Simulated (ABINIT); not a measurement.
The system is SiC (Moissanite).

```
Si C
1.0
     3.07600    0.00000    0.00000
    -1.53800    2.66389    0.00000
     0.00000    0.00000    5.04800
Si C
2 2
Direct
  0.66667 0.33333 0.50000
  0.33333 0.66667 0.00000
  0.66667 0.33333 0.88500
  0.33333 0.66667 0.38500
```

- Program: ABINIT 10.8.3 (patched build)
- Task: relaxation of cell and atoms
- Functional: PBE
- Potentials or basis: PseudoDojo NC SR PBE v0.4.1 standard
- Cutoff: 1116 eV
- k mesh: 8 × 8 × 4
- Occupations: fermi-dirac, width 0.05 eV
- Spin: no spin polarisation

At the start: pressure 3.7 GPa; volume 10.34 Å³/atom.

Problem. How do energy, volume and symmetry change on relaxing?

Solution. Over 7 steps the energy falls by 10.9 meV/atom and the volume is 10.51 Å³/atom (+1.6 %); space group P6_3mc (No. 186, to 0.05 Å).

The path:
| step | energy change (eV) | largest force (eV/Å) | pressure (GPa) | volume (Å³) |
| --- | --- | --- | --- | --- |
| 1 | 0.0000 | 0.7575 | 3.74 | 41.36 |
| 2 | -0.0285 | 0.4680 | 1.00 | 41.84 |
| 3 | -0.0405 | 0.1230 | -0.62 | 42.14 |
| 4 | -0.0424 | 0.0333 | -0.53 | 42.13 |
| 5 | -0.0434 | 0.0134 | -0.10 | 42.04 |
| 6 | -0.0434 | 0.0029 | 0.00 | 42.02 |
| 7 | -0.0435 | 0.0001 | 0.00 | 42.02 |

Final structure:
```
Si C
1.0
     3.09229    0.00000    0.00000
    -1.54614    2.67800    0.00000
     0.00000    0.00000    5.07453
Si C
2 2
Cartesian
  1.5461 0.8927 2.5605
  0.0000 1.7853 0.0232
  1.5461 0.8927 4.4677
  0.0000 1.7853 1.9305
```
